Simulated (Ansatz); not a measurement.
**SrCl2 (Fm-3m), small polaron or free electron**

Question: is an added electron in SrCl2 (Fm-3m) a free carrier or a small polaron? The trial puts it on one Sr atom. The model is a cell of 135 host atoms; several levels of theory are compared, with their cost.

Calculated with Ansatz 0.2.0; plane-wave PAW DFT, PBE0 form with 0.331 exact exchange; relaxation of all atoms of a supercell at fixed charge in a uniform background.

In doubt: the hybrid run may have settled on a false gap or state, so the values of those runs are not to be relied on; a hybrid run on one k-point, which bears on gaps, levels and energies.

**1. The starting structure**

The cell holds 135 atoms: 45 Sr and 90 Cl. Cell: a = 14.653 Å, b = 14.653 Å, c = 24.422 Å, α = 60.0°, β = 60.0°, γ = 60.0°. It derives from SrCl2 (space group Fm-3m). Nearest the centre at fractional (0.333, 0.667, 0.600): Sr85 at 0.00 Å, Cl42 at 3.09 Å, Cl38 at 3.09 Å, Cl72 at 3.09 Å, Cl68 at 3.09 Å, Cl84 at 3.09 Å, Cl26 at 3.09 Å, Cl23 at 3.09 Å. The cell carries charge −1.

Screening for the image-charge correction: ε∞ = 3.02, ε0 = 7.80, computed on the host (DFPT, PBEsol).

The cell's shortest repeat is 14.7 Å.

The centre named in tables marks the trial (one Sr atom), and distances without another origin count from it. The distances above are those of the displaced start.

**2. Relaxation with the electron, PBE0 (α = 0.331)**

Semilocal functionals spread an added carrier through self-interaction, so the relaxation is made with exact exchange mixed in. Its share α is set to 1/ε∞ of the host. A carrier doesn't trap itself from the perfect lattice, where equivalent sites compete, so the atoms around the trial site start displaced and the spin starts there. The total moment is locked to that of one carrier.

qm1_M1_trap.hrelax/input.yaml reads:

```yaml
crystal:
  lattice:
    - [0.0, 10.36148883, 10.36148883]
    - [10.36148883, 0.0, 10.36148883]
    - [17.26914806, 17.26914806, 0.0]
  atoms:
    - { symbol: Sr, position: [0.0, 0.0, 0.0] }
    - { symbol: Cl, position: [0.25, 0.25, 0.15] }
[... 6 atom lines left out ...]
    - { symbol: Cl, position: [0.083333, 0.083333, 0.45] }
    - { symbol: Sr, position: [0.0, 0.0, 0.6] }
    - { symbol: Cl, position: [0.25, 0.25, 0.75] }
    - { symbol: Cl, position: [0.083333, 0.083333, 0.65] }
[... 10 atom lines left out ...]
    - { symbol: Cl, position: [0.247201, 0.580535, 0.548321] }
[... 2 atom lines left out ...]
    - { symbol: Cl, position: [0.247201, 0.580535, 0.755038] }
    - { symbol: Cl, position: [0.083333, 0.416667, 0.65] }
[... 2 atom lines left out ...]
    - { symbol: Cl, position: [0.083333, 0.416667, 0.85] }
[... 4 atom lines left out ...]
    - { symbol: Cl, position: [0.25, 0.916667, 0.35] }
[... 2 atom lines left out ...]
    - { symbol: Cl, position: [0.247201, 0.925063, 0.548321] }
    - { symbol: Cl, position: [0.083333, 0.75, 0.45] }
    - { symbol: Sr, position: [0.0, 0.666667, 0.6] }
    - { symbol: Cl, position: [0.25, 0.916667, 0.75] }
    - { symbol: Cl, position: [0.074937, 0.752799, 0.651679] }
    - { symbol: Sr, position: [0.0, 0.666667, 0.8] }
[... 1 atom line left out ...]
    - { symbol: Cl, position: [0.083333, 0.75, 0.85] }
[... 6 atom lines left out ...]
    - { symbol: Sr, position: [0.333333, 0.0, 0.4] }
    - { symbol: Cl, position: [0.583333, 0.25, 0.55] }
    - { symbol: Cl, position: [0.416667, 0.083333, 0.45] }
    - { symbol: Sr, position: [0.333333, 0.0, 0.6] }
    - { symbol: Cl, position: [0.583333, 0.25, 0.75] }
[... 8 atom lines left out ...]
    - { symbol: Cl, position: [0.583333, 0.583333, 0.35] }
[... 2 atom lines left out ...]
    - { symbol: Cl, position: [0.59173, 0.580535, 0.548321] }
    - { symbol: Cl, position: [0.416667, 0.416667, 0.45] }
    - { symbol: Sr, position: [0.333333, 0.333333, 0.6] }
    - { symbol: Cl, position: [0.583333, 0.583333, 0.75] }
    - { symbol: Cl, position: [0.419465, 0.40827, 0.651679] }
    - { symbol: Sr, position: [0.333333, 0.333333, 0.8] }
[... 1 atom line left out ...]
    - { symbol: Cl, position: [0.416667, 0.416667, 0.85] }
[... 4 atom lines left out ...]
    - { symbol: Cl, position: [0.583333, 0.916667, 0.35] }
[... 1 atom line left out ...]
    - { symbol: Sr, position: [0.333333, 0.666667, 0.4] }
    - { symbol: Cl, position: [0.583333, 0.916667, 0.55] }
    - { symbol: Cl, position: [0.419465, 0.752799, 0.444962] }
    - { symbol: Sr, position: [0.333333, 0.666667, 0.6], spin: 1.0 }
[... 1 atom line left out ...]
    - { symbol: Cl, position: [0.419465, 0.752799, 0.651679] }
    - { symbol: Sr, position: [0.333333, 0.666667, 0.8] }
[... 25 atom lines left out ...]
    - { symbol: Cl, position: [0.75, 0.416667, 0.45] }
    - { symbol: Sr, position: [0.666667, 0.333333, 0.6] }
    - { symbol: Cl, position: [0.916667, 0.583333, 0.75] }
    - { symbol: Cl, position: [0.75, 0.416667, 0.65] }
[... 9 atom lines left out ...]
    - { symbol: Sr, position: [0.666667, 0.666667, 0.4] }
    - { symbol: Cl, position: [0.916667, 0.916667, 0.55] }
    - { symbol: Cl, position: [0.75, 0.75, 0.45] }
    - { symbol: Sr, position: [0.666667, 0.666667, 0.6] }
    - { symbol: Cl, position: [0.916667, 0.916667, 0.75] }
[... 3 atom lines left out ...]
    - { symbol: Cl, position: [0.75, 0.75, 0.85] }
  host:
    repeats: [3, 3, 5]
    atoms:
      - { symbol: Sr, position: [0.0, 0.0, 0.0] }
      - { symbol: Cl, position: [0.75, 0.75, 0.75] }
      - { symbol: Cl, position: [0.25, 0.25, 0.25] }
total_charge: -1
basis:
  ecutwfc: 420
  xc_grid: 2
hamiltonian:
  xc: { preset: pbe0, exx: 0.331 }
kpoints:
  mp_grid: { grid: [1, 1, 1] }
magnetization:
  spin_polarized: true
  initial_magnetization: 1
  spin_locking: { lock_magnetization: hard }
scf:
  occupations: { method: fixed }
  max_iter: 100
output:
  forces: true
  charged_corrections:
    epsilon: 3.02
    static_epsilon: 7.8
    defect_position: [0.333333, 0.666667, 0.6]
relax:
  f_tol: 0.03
  max_steps: 45
  random_displacement: { amplitude: 0.02, seed: 285 }
checkpoint:
  write: "../qm1_M1_trap.hrelax.run"
  compress: false
  write_wavefunctions: true
  write_every: 100000
```

The run is started by

```console
> ansatz run input.yaml --threads 32 --pin off --max-ram 84787MiB --backend cuda --events-out ev --progress --plain --runs-dir out --max-vram 78GiB
```

Numbers of over 12 decimals in the logs are rounded to 6 here.

The log of the run:

```text
[... repeated set-up lines and file paths are left out, and long positions are rounded to six places ...]
Engine: ansatz 0.2.0, aarch64-unknown-linux-gnu
Pseudopotentials: kind: paw
Pseudopotential: Sr, paw, valence charge 10, recommended cutoff 420 eV (normal), Sr.paw.azcp
Pseudopotential: Cl, paw, valence charge 7, recommended cutoff 420 eV (normal), Cl.paw.azcp
Functional definition: unnamed
  parameter a_1 = 0.331
  exchange = (1 - a_1)*pbe_x + a_1*exact_x
  correlation = pbe_c
davidson cushion auto → on  (no smearing: the cushion is to keep the highest requested band from converging to the state above it; pin scf.eigensolver.cushion to override)
device memory: the entry about to start is reckoned to put 13.9 GiB on a device that reports 173.9 GiB free (of which the cap on the GPU budget leaves the run 78.0 GiB)
GPU FFT provider: cuFFT
GPU libraries: cuBLAS 13.8.1, cuFFT 12.4.0, cuSOLVER 12.3.2
GPU matrix products: emulated (plane waves: as basis.precision tells), large ones in fixed point in workspaces of 1.00 GiB
Crystal: 135 atoms, lattice volume = 3708.047 Å³
Basis set: ecut = 420 eV, 72505 PW (Γ), exchange–correlation on 200×200×360 points (8 copies of the dense FFT grid, shifted against one another)
Bands: 676, of which v1, the nominal top of the filled ones, is band 541 counted from 1 (540 counted from 0)
Symmetry: 1 space group operations
k-points: 1
Non-local potential: Sr, projectors of the file, l = 0: 3, l = 1: 2, l = 2: 2
Non-local potential: Cl, projectors of the file, l = 0: 2, l = 1: 2, l = 2: 2
PAW form: soft (Blöchl's): semilocal exchange-correlation on the pseudo side does not see the compensation charge
PAW frozen core: Sr, regenerated for the run's functional, and the local potential with it (the file was generated under x = pbe(κ = 0.804, μ = 0.219515), c = pbe(β = 0.066725))
PAW frozen core: Cl, regenerated for the run's functional, and the local potential with it (the file was generated under x = pbe(κ = 0.804, μ = 0.219515), c = pbe(β = 0.066725))
PAW one-centre angular grid: Sr, 110 points (default); XC on 64 Gauss nodes
PAW one-centre angular grid: Cl, 110 points (default); XC on 64 Gauss nodes
Initial density: superposition of atomic densities (chi_scale 0.1, normalization cell, long waves kept (reshape's long-wave potential 0.03 eV rms))
Starting moments: Σ|m| = 1 μB on 1 of 135 sites
Initial wavefunctions: pseudopotential atomic-orbital guess
GPU buffer pool allocated for 1800000 grid points (all kernels)
GPU transforms: local potential and band sums: pruned to the plane-wave sphere, on 100×100×162
Functional: x = pbe(κ = 0.804, μ = 0.219515), c = pbe(β = 0.066725), warm-up for x = 0.669 pbe(κ = 0.804, μ = 0.219515) + 0.331 exact, c = pbe(β = 0.066725)
iter 1 solved again at ethr=1.04e-2 eV; its pass at ethr=1.00e-1 eV (dr2=1.12e2 eV) is discarded
SCF iter   1: F=—  HF=-257020.469322 eV  |Δ(HF+E_count)|=         —  Δρ=2.11e-2 (↑2.06e-2 ↓2.11e-2)  dr2=1.20e2  dr2_m=2.08e-1  M=1.000 μB ∫|m|=1.076 μB  Hψ=10398  reapply=2
preconditioner: auto → none  [insulator: Δε(μ)=0.006 eV  Ē_g=6.620 eV  n_scr=686 (ndim 8)  ℏωp=14.2 eV  f_vac=0.010]
SCF iter   2: F=—  HF=-256979.725324 eV  |Δ(HF+E_count)|=    4.07e1  Δρ=9.64e-3 (↑9.23e-3 ↓9.64e-3)  dr2=2.35e1  dr2_m=1.63e-1  M=1.000 μB ∫|m|=1.039 μB  Hψ=3263
SCF iter   3: F=—  HF=-256972.521862 eV  |Δ(HF+E_count)|=    7.20e0  Δρ=4.21e-3 (↑4.21e-3 ↓3.75e-3)  dr2=6.34e0  dr2_m=4.05e-2  M=1.000 μB ∫|m|=1.076 μB  Hψ=4038
SCF iter   4: F=—  HF=-256972.250305 eV  |Δ(HF+E_count)|=   2.72e-1  Δρ=2.68e-3 (↑2.68e-3 ↓2.47e-3)  dr2=1.46e0  dr2_m=2.59e-2  M=1.000 μB ∫|m|=1.036 μB  Hψ=3569
SCF iter   5: F=—  HF=-256972.248545 eV  |Δ(HF+E_count)|=   1.76e-3  Δρ=1.35e-3 (↑1.35e-3 ↓1.08e-3)  dr2=3.23e-1  dr2_m=1.07e-2  M=1.000 μB ∫|m|=1.030 μB  Hψ=3284
SCF iter   6: F=—  HF=-256972.290172 eV  |Δ(HF+E_count)|=   4.16e-2  Δρ=4.92e-4 (↑4.92e-4 ↓3.17e-4)  dr2=7.14e-2  dr2_m=2.09e-3  M=1.000 μB ∫|m|=1.025 μB  Hψ=3822
SCF iter   7: F=—  HF=-256972.286912 eV  |Δ(HF+E_count)|=   3.26e-3  Δρ=3.09e-4 (↑3.09e-4 ↓1.47e-4)  dr2=9.63e-3  dr2_m=8.81e-4  M=1.000 μB ∫|m|=1.023 μB  Hψ=3696
SCF iter   8: F=—  HF=-256972.289005 eV  |Δ(HF+E_count)|=   2.09e-3  Δρ=1.04e-4 (↑1.04e-4 ↓6.53e-5)  dr2=1.75e-3  dr2_m=1.08e-4  M=1.000 μB ∫|m|=1.021 μB  Hψ=4081
SCF iter   9: F=—  HF=-256972.289134 eV  |Δ(HF+E_count)|=   1.29e-4  Δρ=4.80e-5 (↑4.80e-5 ↓2.91e-5)  dr2=2.22e-4  dr2_m=2.88e-5  M=1.000 μB ∫|m|=1.021 μB  Hψ=3897
SCF iter  10: F=—  HF=-256972.289241 eV  |Δ(HF+E_count)|=   1.07e-4  Δρ=1.92e-5 (↑1.92e-5 ↓1.12e-5)  dr2=3.40e-5  dr2_m=5.18e-6  M=1.000 μB ∫|m|=1.021 μB  Hψ=4174
SCF iter  11: F=—  HF=-256972.289263 eV  |Δ(HF+E_count)|=   2.20e-5  Δρ=6.20e-6 (↑6.20e-6 ↓5.71e-6)  dr2=4.81e-6  dr2_m=6.70e-7  M=1.000 μB ∫|m|=1.021 μB  Hψ=4238
SCF iter  12: F=—  HF=-256972.289267 eV  |Δ(HF+E_count)|=   3.59e-6  Δρ=3.22e-6 (↑3.22e-6 ↓3.07e-6)  dr2=4.57e-6  dr2_m=1.43e-7  M=1.000 μB ∫|m|=1.021 μB  Hψ=4282
iter 13 solved again at ethr=1.82e-11 eV; its pass at ethr=4.22e-10 eV (dr2=1.97e-7 eV) is discarded
SCF iter  13: F=—  HF=-256972.289266 eV  |Δ(HF+E_count)|=   1.41e-7  Δρ=1.12e-6 (↑1.12e-6 ↓9.99e-7)  dr2=1.99e-7  dr2_m=2.29e-8  M=1.000 μB ∫|m|=1.021 μB  Hψ=7366
SCF iter  14: F=-256972.289267 eV  HF=-256972.289267 eV  |Δ(HF+E_count)|=   1.09e-7  Δρ=6.52e-7 (↑6.52e-7 ↓5.12e-7)  dr2=3.31e-8  dr2_m=5.86e-9  M=1.000 μB ∫|m|=1.021 μB  Hψ=4136
SCF 1 converged in 14 iterations: F = -256972.289267 eV  dr2 = 3.31e-8
  greatest PAW one-centre occupation: 0.987 electrons in one spin orbital (limit 2), on the Sr atom at site 81 (counted from 0), in its partial waves of l = 0
the semilocal start has a gap of 0.238 eV: under exact exchange another state, often on complex orbitals, can lie lower than the one that it leads to. A single point with scf.lower_state_search: full and scf.eigensolver.gamma_real: false can look for it
Initial density: handed on by an earlier stage of this run
Starting moments: Σ|m| = 1 μB on 1 of 135 sites; this step starts from the density that it was given
Initial wavefunctions: those handed on with the density
Functional: x = 0.669 pbe(κ = 0.804, μ = 0.219515) + 0.331 exact, c = pbe(β = 0.066725)
Exchange kernel: α = 0.3310, full range, Wigner–Seitz truncation, v(0) = 8129.9883 eV·Å³, q-mesh 1×1×1, nearest image of the exchange supercell L = 14.65 Å, pair-density grid 54×54×90, without the augmentation charges, whose exchange is taken in its separable [...]
Frozen-core exchange: fock
iter 1 solved again at ethr=3.16e-5 eV; its pass at ethr=1.00e-1 eV (dr2=3.42e-1 eV) is discarded
[...]
hybrid outer 1: dexx = +6.969e-1 eV, tail = 7.45e-4 eV
SCF iter   1: F=—  HF=-257238.213887 eV  |Δ(HF+E_count)|=         —  Δρ=2.00e-5 (↑2.00e-5 ↓1.99e-5)  dr2=1.79e-5  dr2_m=7.81e-10  M=1.000 μB ∫|m|=1.038 μB  Hψ=3398
SCF iter   2: F=—  HF=-257238.213911 eV  |Δ(HF+E_count)|=   2.42e-5  Δρ=1.46e-5 (↑1.46e-5 ↓1.46e-5)  dr2=1.43e-5  dr2_m=4.36e-10  M=1.000 μB ∫|m|=1.038 μB  Hψ=4830
SCF iter   3: F=—  HF=-257238.213908 eV  |Δ(HF+E_count)|=   3.46e-6  Δρ=6.04e-6 (↑6.04e-6 ↓6.02e-6)  dr2=2.06e-6  dr2_m=3.34e-10  M=1.000 μB ∫|m|=1.037 μB  Hψ=3586
SCF iter   4: F=—  HF=-257238.213908 eV  |Δ(HF+E_count)|=   2.63e-7  Δρ=1.79e-6 (↑1.79e-6 ↓1.78e-6)  dr2=6.24e-7  dr2_m=5.56e-11  M=1.000 μB ∫|m|=1.037 μB  Hψ=4311
SCF iter   5: F=—  HF=-257238.213908 eV  |Δ(HF+E_count)|=   1.53e-7  Δρ=7.84e-7 (↑7.84e-7 ↓7.73e-7)  dr2=1.15e-7  dr2_m=2.19e-11  M=1.000 μB ∫|m|=1.037 μB  Hψ=3977
SCF iter   6: F=-257238.213907 eV  HF=-257238.213908 eV  |Δ(HF+E_count)|=   4.60e-8  Δρ=1.67e-7 (↑1.67e-7 ↓1.57e-7)  dr2=2.20e-8  dr2_m=9.01e-12  M=1.000 μB ∫|m|=1.037 μB  Hψ=4429
SCF 3 converged in 6 iterations: F = -257238.213907 eV  dr2 = 2.20e-8
  Residual-converged pass: ⟨swp⟩=2.0  Hψ=1896  notcnv=0  max |occ|·‖R‖ = 5.5e-6 eV (tolerance 6.7e-6 eV)  dr2=2.21e-8  dr2_m=9.00e-12  dr2_onsite=2.13e-10  max |Δocc| = 0.0e0
hybrid outer 2: dexx = +3.271e-5 eV, tail = 4.73e-7 eV, Δε = 1.93e-3 eV (about 5.04e-5 eV left of the loop's levels), ΔF = 1.50e-3 eV/Å (tail 5.70e-4)
WARN: the filled states extend beyond the cell (their overlap across the Brillouin zone is 0.025, against 0 in a metal and nearly 1 for localised states). With one k-point a hybrid's gap, moments and forces can then be wrong. [...]
this state was not tested for a lower state beside it, because the functional holds exact exchange (a hybrid, or Hartree-Fock), whose exchange loop this test does not read (fock_operator); [...]
relax step   1: F+E_penalty+E_count = -257238.21391498 eV  Δ(F+E_penalty+E_count) = +0.000e0 eV  max|allowed force component| = 3.233e-1 eV/Å  Δτ_max = 0.0000 Å  (26 SCF iters, accepted)
[... the SCF cycles and remarks between the steps are left out from here to the last step ...]
relax step   2: F+E_penalty+E_count = -257238.39538365 eV  Δ(F+E_penalty+E_count) = -1.815e-1 eV  max|allowed force component| = 1.940e-1 eV/Å  Δτ_max = 0.1541 Å  (12 SCF iters, dr2 threshold 6.53e-6 eV, accepted)
relax step   3: F+E_penalty+E_count = -257238.47543820 eV  Δ(F+E_penalty+E_count) = -8.005e-2 eV  max|allowed force component| = 4.191e-3 eV/Å  Δτ_max = 0.0520 Å  (11 SCF iters, dr2 threshold 2.35e-6 eV, accepted)
iter 1 solved again at ethr=2.18e-11 eV; its pass at ethr=1.00e-1 eV (dr2=2.36e-7 eV) is discarded
SCF iter   1: F=—  HF=-257238.475439 eV  |Δ(HF+E_count)|=         —  Δρ=1.58e-6 (↑1.58e-6 ↓1.58e-6)  dr2=4.14e-7  dr2_m=8.57e-10  M=1.000 μB ∫|m|=1.037 μB  Hψ=8566  reapply=2
SCF iter   2: F=-257238.475439 eV  HF=-257238.475439 eV  |Δ(HF+E_count)|=   1.03e-7  Δρ=1.07e-6 (↑1.07e-6 ↓1.06e-6)  dr2=9.90e-8  dr2_m=5.88e-10  M=1.000 μB ∫|m|=1.037 μB  Hψ=3922
SCF 9 converged in 2 iterations: F = -257238.475439 eV  dr2 = 9.90e-8
  Residual-converged pass: ⟨swp⟩=2.0  Hψ=2047  notcnv=0  max |occ|·‖R‖ = 6.5e-6 eV (tolerance 6.7e-6 eV)  dr2=9.78e-8  dr2_m=5.89e-10  dr2_onsite=1.39e-9  max |Δocc| = 0.0e0
hybrid outer 1: dexx = +4.774e-8 eV, tail = 2.03e-7 eV
SCF iter   1: F=—  HF=-257238.475439 eV  |Δ(HF+E_count)|=         —  Δρ=1.10e-6 (↑1.10e-6 ↓1.08e-6)  dr2=8.12e-8  dr2_m=7.06e-10  M=1.000 μB ∫|m|=1.037 μB  Hψ=5054  reapply=2
SCF iter   2: F=-257238.475439 eV  HF=-257238.475439 eV  |Δ(HF+E_count)|=   9.02e-9  Δρ=7.38e-7 (↑7.38e-7 ↓7.12e-7)  dr2=2.70e-8  dr2_m=4.37e-10  M=1.000 μB ∫|m|=1.037 μB sched 7.43e-12)  Hψ=3768
SCF 10 converged in 2 iterations: F = -257238.475439 eV  dr2 = 2.70e-8
hybrid outer 2: dexx = +6.504e-9 eV, tail = 5.64e-8 eV, Δε = 7.60e-5 eV (about 1.16e-4 eV left of the loop's levels), ΔF = 1.58e-4 eV/Å (tail 5.38e-4)
the search or the solves at the SCF's close seem to have found levels that the self-consistency loop had missed (the run counts 1). By its estimate they hold under 1e-12 electrons; where the run keeps them, the occupations were computed again with them
the filled states extend beyond the cell (their overlap across the Brillouin zone is 0.000, against 0 in a metal and nearly 1 for localised states). With one k-point a hybrid's gap, moments and forces can then be wrong. [...]
this state was not tested for a lower state beside it, because the functional holds exact exchange (a hybrid, or Hartree-Fock), whose exchange loop this test does not read (fock_operator); [...]
relax step   4: F+E_penalty+E_count = -257238.47543886 eV  Δ(F+E_penalty+E_count) = -6.621e-7 eV  max|allowed force component| = 5.211e-3 eV/Å  Δτ_max = 0.0000 Å  (4 SCF iters, accepted)
hybrid SCF converged: 2 outer / 4 inner (+0 warm-up), last move |dexx| = 6.50e-9 eV, tail = 5.64e-8 eV
Magnetization: 1.0000 μB (541.0000 up, 540.0000 down)
Absolute magnetization: 1.0387 μB (∫|ρ↑−ρ↓|, with the PAW one-centre terms)
Spin contamination: 0.0001 ħ² per cell (⟨S²⟩ above its minimum at these occupations)
Per-site moments (μB) at R_I (Å): [(0.0018928, 1.233572), (0.00117366, 1.233366), (0.00117466, 1.233572), [... 6 left out ...]
Free energy (F): -257238.475439 eV
Harris-Foulkes:  -257238.475439 eV  (|F-HF|=2.79e-9)
Internal energy: -257238.475439 eV  (E = F + TS)
E sigma→0 (E₀):  -257238.475439 eV
Fermi energy:    9.008297 (↑ 9.008297, ↓ 1.460232) eV
--- Per-component energies (eV) ---
  E_band       = -9100.007339
  E_kinetic    = 25622.561657
  E_local      = -52254.697982  (includes V_loc(G=0)·N_el)
  E_nonlocal   = 11603.962547
  E_hartree    = 14334.001411
  E_xc         = -12197.648012
  E_vxc        = -12833.380929  (∫ρ·V_xc dr)
  E_exx        = -3835.497349  (= α·E_x^exact, valence–valence)
  E_paw        = -182357.845534  (= ΣΔE_a)
  E_vpaw       = -2235.468378  (= ΣTr[D̂ρ^β])
  E_aug_tail   = 0.008111  (compensation charges beyond the density's cutoff)
  E_ewald      = -58119.681342
  E_core_change = -33.638945  (= ΣΔE_core)
  E_smearing   = -0.000000  (= −TS)
  E_closure    = 0.000000  (closes the sum)
  E_deformation_potential = -11.873738  (in the stress; not in F)
  Σ components = -257238.475439   (vs F -257238.475439, Δ=0.00e0)
--- Forces (eV/Å), atoms counted from 1 ---
  atom   1  Sr    -0.00339009     0.00079520    -0.00014065
  atom   2  Cl     0.00035647    -0.00006990     0.00295144
  [... 4 atoms left out ...]
  [... 129 more lines of this table ...]
  max |Σ_I F_I| component: 2.76e-5 eV/Å
--- Charged-cell corrections in eV (Makov–Payne, q = -1.000 e, ε = 7.800) ---
  F (periodic)     = -257238.475439  (uncorrected; the corrections below are reported, never added to it)
  E_corr1          = +0.161774  (monopole, q²α_M/2εL)
  F Makov-Payne    = -257238.313665  (F + E_corr1; no measured alignment; for a localised charge, not one spread in a band: unchecked)
  no potential alignment in this run, which stands beside a crystal: run the host's input off ansatz write-host-input, and read the two finished runs by ansatz place-levels (neither reads a slab, a wire or a sheet, whose cell leaves a vacuum)
--- Band table (eV) ---
  k-point 0 ↑: bands = ["-33.8022", "-33.8007", "-33.8003", "-33.7990", "-33.7989", "-33.7988", "-33.7987", "-33.7986", "-33.7985", [... rest cut ...]
  k-point 0 ↓: bands = ["-33.7997", "-33.7982", "-33.7978", "-33.7964", "-33.7964", "-33.7962", "-33.7962", "-33.7960", "-33.7960", [... rest cut ...]
  guard bands above this table: 62 of the run's 676 bands. The solve was not asked for them (output.publish_guard_bands: true or output.eigenvalues: true publishes all)
--- Relaxed structure (4 steps of the walk, 4 accepted, 0 SCFs on fresh bases) ---
  F+E_penalty+E_count = -257238.47543886 eV   max|allowed force component| = 5.211e-3 eV/Å
  atoms:
    - { symbol: Sr, position: [1.9691995781904496e-5, 0.000124, -3.0312160062339993e-5] }
    - { symbol: Cl, position: [0.250034, 0.249971, 0.149967] }
    [... 4 atoms left out ...]
  [... 129 more lines of this table ...]
```

Run time: 100 s. Hardware: 1 × NVIDIA GB200 with 32 threads of Arm Neoverse V2, shared host; peak memory 5.3 GiB.

(Continued in part 2 of 2.)

[Logs are printed without paths, hosts, clocks, repeated set-up lines and the standing remarks that a program may print on its own settings, such as how far it seeks lower states.]

[Hosts, paths, dates, database ids (printed as entryN), source tags and the programs' standing remarks are cut or masked in the printed files.]

[For some hosts the program warned that the k-mesh of the response run may be too coarse for force constants and the static dielectric constant; such warnings are not shown here.]
